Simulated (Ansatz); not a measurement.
# MgS (Niningerite) (Fm-3m) in Ansatz: notebook, part 2 of 2

Ansatz 0.2.0. The steps go on from the part before.

## Step 3: Single point, PBE0, 16.55 Å³/atom (volume scaled by 0.94)

Contents of input:

```
crystal:
  lattice:
    - [0.0, 2.5485401997, 2.5485401997]
    - [2.5485401997, 0.0, 2.5485401997]
    - [2.5485401997, 2.5485401997, 0.0]
  atoms:
    - { symbol: S, position: [0.5, 0.5, 0.5] }
    - { symbol: Mg, position: [0.0, 0.0, 0.0] }
hamiltonian:
  xc: pbe0
  pseudopotentials: { kind: paw }
kpoints:
  mp_grid: { grid: [6, 6, 6] }
scf:
  occupations: { method: fermi_dirac, width: 0.05 }
output:
  forces: true
  stress: true
  eigenvalues: true
```

Potentials or basis: Ansatz PAW.

Standard output:

```text
Warning: output.stress: scf.convergence.dr2_threshold = 1e-7 eV (the SCF's general default) is looser than the 2e-10 eV advised for a printed stress (1e-10 eV for each atom of the cell: 2). What an SCF threshold leaves in a stress goes as its square root, and in the free energy as the threshold itself, and one threshold admits the most on a small cell: of the crystals measured, under no hybrid functional and no lock of the moments, on runs that ended without the residual-converged pass, on stresses that held no estimate of that error, the worst erred by over 100 MPa in a component at 1e-7 eV an atom and by under 5 at 1e-10. Set scf.convergence.dr2_threshold to 2e-10 eV or tighter. The threshold is an SCF's pass mark: one that does not reach it within its budget of iterations ends unconverged, or closes short of it on a stop that the run arms, and scf.convergence.dr2_threshold's page says what that costs each kind of run
Warning: output.stress: scf.exx.energy_threshold = 1e-6 eV is looser than the 2e-8 eV advised for a stress under a hybrid functional (1e-8 eV for each atom of the cell: 2). Every SCF of the exchange loop can meet its threshold on dr2 while the loop round them stops early: no threshold on dr2 bounds what that leaves in the stress. Set scf.exx.energy_threshold to 2e-8 eV or tighter. The threshold is the loop's pass mark: a loop that does not reach it within its budget of cycles ends unconverged, and scf.exx.energy_threshold's page has the law
GPUs: using 1 of 1 available (devices: 1).
Engine: ansatz 0.2.0, x86_64-unknown-linux-gnu
Pseudopotentials: kind: paw
Pseudopotential: S, paw, valence charge 6, recommended cutoff 420 eV (normal), S.paw.azcp
Pseudopotential: Mg, paw, valence charge 10, recommended cutoff 420 eV (normal), Mg.paw.azcp
Functional definition: PBE0
  parameter a = 0.25
  parameter kappa = 0.804
  parameter beta = 0.06672455060314922
  exchange = (1 - a)*pbe_x(kappa = kappa, mu = beta*pi^2/3) + a*exact_x
  correlation = pbe_c(beta = beta)
device memory: the entry about to start is reckoned to put 0.4 GiB on a device that reports 53.8 GiB free (of which the cap on the GPU budget leaves the run 18.0 GiB)
GPU FFT provider: cuFFT
GPU libraries: cuBLAS 13.8.2, cuFFT 12.4.0, cuSOLVER 12.3.4
Crystal: 2 atoms, lattice volume = 33.106 Å³
Basis set: ecut = 420 eV, 645 PW (Γ), exchange–correlation on 50×50×50 points (8 copies of the dense FFT grid, shifted against one another)
Bands: 12, of which v1, the nominal top of the filled ones, is band 8 counted from 1 (7 counted from 0)
Symmetry: 48 space group operations
Space group: Fm-3m (ITA 225), of the structure as read, at distance tolerance 3.2e-5 Å
k-points: 16 of 216
Non-local potential: S, projectors of the file, l = 0: 2, l = 1: 2, l = 2: 2
Non-local potential: Mg, projectors of the file, l = 0: 3, l = 1: 2, l = 2: 1
PAW form: soft (Blöchl's): semilocal exchange-correlation on the pseudo side does not see the compensation charge
PAW frozen core: S, regenerated for the run's functional, and the local potential with it (the file was generated under x = pbe(κ = 0.804, μ = 0.2195149727645171), c = pbe(β = 0.06672455060314922))
[... 39 lines left out ...]
SCF iter   1: F=—  HF=-2830.098354 eV  |F-HF|=—  |Δ(HF+E_count)|=         —  Δρ=4.08e-5  dr2=7.86e-7  ethr=1.10e-6  ⟨swp⟩=2.2  Hψ=387  notcnv=0
preconditioner: auto → none  [insulator: Δε(μ)=4.680 eV  Ē_g=14.579 eV  σ=0.050 eV  W_gap=1.00  n_scr=8 (ndim 8)  ℏωp=18.3 eV  f_vac=0.000  D(μ)=0.00/eV (n_scr^D=0)]
SCF iter   2: F=—  HF=-2830.098353 eV  |F-HF|=—  |Δ(HF+E_count)|=   2.62e-7  Δρ=1.05e-5  dr2=3.45e-8  ethr=4.68e-9  ⟨swp⟩=3.1  Hψ=453  notcnv=0
SCF iter   3: F=-2830.098354 eV  HF=-2830.098354 eV  |F-HF|=5.08e-9  |Δ(HF+E_count)|=   1.20e-7  Δρ=4.28e-6  dr2=3.57e-9  ethr=7.13e-11  ⟨swp⟩=4.3  Hψ=646  notcnv=0
SCF 3 converged in 3 iterations: F = -2830.098354 eV  dr2 = 3.57e-9
  Residual-converged pass: ⟨swp⟩=2.1  Hψ=283  notcnv=0  max |occ|·‖R‖ = 2.4e-6 eV (tolerance 2.4e-6 eV)  dr2=3.56e-9  dr2_onsite=3.00e-9  max |Δocc| = 0.0e0
hybrid outer 2: dexx = +1.364e-7 eV, tail = 2.58e-8 eV, Δε = 2.90e-3 eV (about 1.78e-4 eV left of the loop's levels)
hybrid SCF converged: 2 outer / 9 inner (+2 warm-up), last move |dexx| = 1.36e-7 eV, tail = 2.58e-8 eV
Stability not checked: this state was not tested for a lower state beside it, because the functional holds exact exchange (a hybrid, or Hartree-Fock), whose exchange loop this test does not read (fock_operator; see scf.lower_state_search)
Free energy (F): -2830.098354 eV
Frozen-core exchange: fock
Harris-Foulkes:  -2830.098354 eV  (|F-HF|=5.08e-9)
Internal energy: -2830.098354 eV  (E = F + TS)
E sigma→0 (E₀):  -2830.098354 eV
Fermi energy:    8.437851 eV
--- Per-component energies (eV) ---
  E_band       = -369.389638
  E_kinetic    = 186.885484
  E_local      = -1634.786588  (includes V_loc(G=0)·N_el)
  E_nonlocal   = 122.789601
  E_hartree    = 582.964098
  E_xc         = -99.110791
  E_vxc        = -99.147917  (∫ρ·V_xc dr)
  E_exx        = -69.808124  (= α·E_x^exact, valence–valence)
  E_paw        = -853.419211  (= ΣΔE_a)
  E_vpaw       = 28.555882  (= ΣTr[D̂ρ^β])
  E_aug_tail   = 0.000002  (compensation charges beyond the density's cutoff)
  E_ewald      = -1065.490834
  E_core_change = -0.121988  (= ΣΔE_core)
  E_smearing   = -0.000000  (= −TS)
  E_closure    = 0.000000  (closes the sum)
  Σ components = -2830.098354   (vs F -2830.098354, Δ=0.00e0)
--- Forces (eV/Å), atoms counted from 1 ---
  atom   1  S      0.00000000    -0.00000000    -0.00000000
  atom   2  Mg     0.00000000     0.00000000     0.00000000
  max |Σ_I F_I| component: 2.27e-29 eV/Å
--- Stress (GPa, compression-positive) ---
        5.128224      -0.000000      -0.000000
        0.000000       5.128224      -0.000000
       -0.000000      -0.000000       5.128224
  P = ⅓ Tr σ = 5.1282 GPa (51.282 kbar)
--- Band table (eV; the first three rows and the last of 16) ---
  k-point 0: bands = ["-73.4589", "-38.3562", "-38.3562", "-38.3562", "-8.3192", "6.0964", "6.0964", "6.0964", "12.1757", "15.8976", "15.8976", "15.8976"]
  k-point 1: bands = ["-73.4588", "-38.3587", "-38.3565", "-38.3565", "-7.9983", "4.2612", "5.8858", "5.8858", "13.1774", "15.7933", "16.2625", "16.2625"]
  k-point 2: bands = ["-73.4585", "-38.3637", "-38.3570", "-38.3570", "-7.2125", "1.6149", "5.5217", "5.5217", "12.7813", "15.4494", "15.4494", "18.2652"]
  k-point 15: bands = ["-73.4581", "-38.3640", "-38.3613", "-38.3599", "-6.1939", "1.6161", "3.0138", "3.5237", "12.5637", "14.0669", "17.6700", "18.2385"]
```

Run time: 6.5 s. Hardware: 1 × NVIDIA H100 80GB HBM3 with 2 threads of AMD EPYC 7R13 (Zen 3), shared host; peak memory 1.8 GiB.

Results:

| Item | Value |
| --- | --- |
| Free energy | -2830.0984 eV |
| Pressure | 5.1 GPa |
| Band gap on the k mesh | 4.68 eV, indirect (least direct gap 6.08 eV) |

Caveat: the PAW data sets come from PBE, with cores solved anew for the run's functional, which leaves a small shift of forces and pressure; the thresholds are loose for stress.

## Step 4: Single point, PBE0, 16.91 Å³/atom (volume scaled by 0.96)

input, as its differences from that of step 3:

```diff
@@ -2,5 +2,5 @@
   lattice:
-    - [0.0, 2.5485401997, 2.5485401997]
-    - [2.5485401997, 0.0, 2.5485401997]
-    - [2.5485401997, 2.5485401997, 0.0]
+    - [0.0, 2.5664882573, 2.5664882573]
+    - [2.5664882573, 0.0, 2.5664882573]
+    - [2.5664882573, 2.5664882573, 0.0]
   atoms:
```

Wall time 6.1 s (1 × NVIDIA H100 80GB HBM3 with 2 threads of AMD EPYC 7R13 (Zen 3), shared host); peak memory 1.8 GiB.

Results (log left out):

* Free energy: -2830.1164 eV
* Pressure: 3.1 GPa
* Band gap on the k mesh: 4.63 eV, indirect (least direct gap 5.89 eV)

Caveat: the PAW data sets come from PBE, with cores solved anew for the run's functional, which leaves a small shift of forces and pressure; the thresholds are loose for stress.

## Step 5: Single point, PBE0, 17.26 Å³/atom (volume scaled by 0.98)

input, as its differences from that of step 4:

```diff
@@ -2,5 +2,5 @@
   lattice:
-    - [0.0, 2.5664882573, 2.5664882573]
-    - [2.5664882573, 0.0, 2.5664882573]
-    - [2.5664882573, 2.5664882573, 0.0]
+    - [0.0, 2.5841887356, 2.5841887356]
+    - [2.5841887356, 0.0, 2.5841887356]
+    - [2.5841887356, 2.5841887356, 0.0]
   atoms:
@@ -19 +19,5 @@
   eigenvalues: true
+  write_density: true
+  write_potential: true
+  elf: true
+  volumetric_format: npy
```

Run time: 5.9 s. Hardware: 1 × NVIDIA H100 80GB HBM3 with 2 threads of AMD EPYC 7R13 (Zen 3), shared host; peak memory 1.8 GiB.

Results (log left out):

| Property | Result |
| --- | --- |
| Free energy | -2830.1259 eV |
| Pressure | 1.3 GPa |
| Band gap on the k mesh | 4.58 eV, indirect (least direct gap 5.70 eV) |

Caveat: the PAW data sets come from PBE, with cores solved anew for the run's functional, which leaves a small shift of forces and pressure; the thresholds are loose for stress.

## Step 6: Single point, PBE0, 17.61 Å³/atom

Contents of input:

```
crystal:
  lattice:
    - [0.0, 2.60165, 2.60165]
    - [2.60165, 0.0, 2.60165]
    - [2.60165, 2.60165, 0.0]
  atoms:
    - { symbol: S, position: [0.5, 0.5, 0.5] }
    - { symbol: Mg, position: [0.0, 0.0, 0.0] }
hamiltonian:
  xc: pbe0
  pseudopotentials: { kind: paw }
kpoints:
  mp_grid: { grid: [6, 6, 6] }
scf:
  occupations: { method: fermi_dirac, width: 0.05 }
output:
  forces: true
  stress: true
  eigenvalues: true
```

Potentials or basis: Ansatz PAW.

Wall time 6 s (1 × NVIDIA H100 80GB HBM3 with 2 threads of AMD EPYC 7R13 (Zen 3), shared host); peak memory 1.8 GiB.

Results (log left out):

- Free energy: -2830.1278 eV
- Pressure: -0.4 GPa
- Band gap on the k mesh: 4.53 eV, indirect (least direct gap 5.53 eV)

Caveat: the PAW data sets come from PBE, with cores solved anew for the run's functional, which leaves a small shift of forces and pressure; the thresholds are loose for stress.

## Step 7: Single point, PBE0, 17.96 Å³/atom (volume scaled by 1.02)

input, as its differences from that of step 6:

```diff
@@ -2,5 +2,5 @@
   lattice:
-    - [0.0, 2.60165, 2.60165]
-    - [2.60165, 0.0, 2.60165]
-    - [2.60165, 2.60165, 0.0]
+    - [0.0, 2.6188799723, 2.6188799723]
+    - [2.6188799723, 0.0, 2.6188799723]
+    - [2.6188799723, 2.6188799723, 0.0]
   atoms:
@@ -19 +19,5 @@
   eigenvalues: true
+  write_density: true
+  write_potential: true
+  elf: true
+  volumetric_format: npy
```

Wall time 6.8 s (1 × NVIDIA H100 80GB HBM3 with 2 threads of AMD EPYC 7R13 (Zen 3), shared host); peak memory 1.8 GiB.

It converged, with:

- Free energy: -2830.1228 eV
- Pressure: -1.9 GPa
- Band gap on the k mesh: 4.48 eV, indirect (least direct gap 5.36 eV)

Caveat: the PAW data sets come from PBE, with cores solved anew for the run's functional, which leaves a small shift of forces and pressure; the thresholds are loose for stress.

## Step 8: Single point, PBE0, 18.31 Å³/atom (volume scaled by 1.04)

input, as its differences from that of step 7:

```diff
@@ -2,5 +2,5 @@
   lattice:
-    - [0.0, 2.6188799723, 2.6188799723]
-    - [2.6188799723, 0.0, 2.6188799723]
-    - [2.6188799723, 2.6188799723, 0.0]
+    - [0.0, 2.6358861629, 2.6358861629]
+    - [2.6358861629, 0.0, 2.6358861629]
+    - [2.6358861629, 2.6358861629, 0.0]
   atoms:
```

Run time: 6.3 s. Hardware: 1 × NVIDIA H100 80GB HBM3 with 2 threads of AMD EPYC 7R13 (Zen 3), shared host; peak memory 1.8 GiB.

The run converged. Its results:

- Free energy: -2830.1115 eV
- Pressure: -3.2 GPa
- Band gap on the k mesh: 4.43 eV, indirect (least direct gap 5.20 eV)

Caveat: the PAW data sets come from PBE, with cores solved anew for the run's functional, which leaves a small shift of forces and pressure; the thresholds are loose for stress.

## Step 9: Single point, PBE0, 18.67 Å³/atom (volume scaled by 1.06)

Contents of input:

```
crystal:
  lattice:
    - [0.0, 2.6526756995, 2.6526756995]
    - [2.6526756995, 0.0, 2.6526756995]
    - [2.6526756995, 2.6526756995, 0.0]
  atoms:
    - { symbol: S, position: [0.5, 0.5, 0.5] }
    - { symbol: Mg, position: [0.0, 0.0, 0.0] }
hamiltonian:
  xc: pbe0
  pseudopotentials: { kind: paw }
kpoints:
  mp_grid: { grid: [6, 6, 6] }
scf:
  occupations: { method: fermi_dirac, width: 0.05 }
output:
  forces: true
  stress: true
  eigenvalues: true
```

Potentials or basis: Ansatz PAW.

Run time: 7.1 s. Hardware: 1 × NVIDIA H100 80GB HBM3 with 2 threads of AMD EPYC 7R13 (Zen 3), shared host; peak memory 1.8 GiB.

The run converged. Its results:

* Free energy: -2830.0946 eV
* Pressure: -4.5 GPa
* Band gap on the k mesh: 4.38 eV, indirect (least direct gap 5.04 eV)

Caveat: the PAW data sets come from PBE, with cores solved anew for the run's functional, which leaves a small shift of forces and pressure; the thresholds are loose for stress.

## Step 10: Equation of state, PBE0

This step only gathers the single runs of the series.

What came out:

```yaml
Equilibrium_volume: 17.52 Å³/atom
Bulk_modulus: 80 GPa
Pressure_derivative_of_the_bulk_modulus: 4.0
```

Energy against volume, from the lowest point:
| volume (Å³/atom) | energy (meV/atom) |
| --- | --- |
| 16.553 | 14.73 |
| 16.905 | 5.72 |
| 17.257 | 0.94 |
| 17.609 | 0.00 |
| 17.962 | 2.51 |
| 18.314 | 8.16 |
| 18.666 | 16.63 |

Caveat: the PAW data sets were made with another functional, which shifts forces and pressure a little.
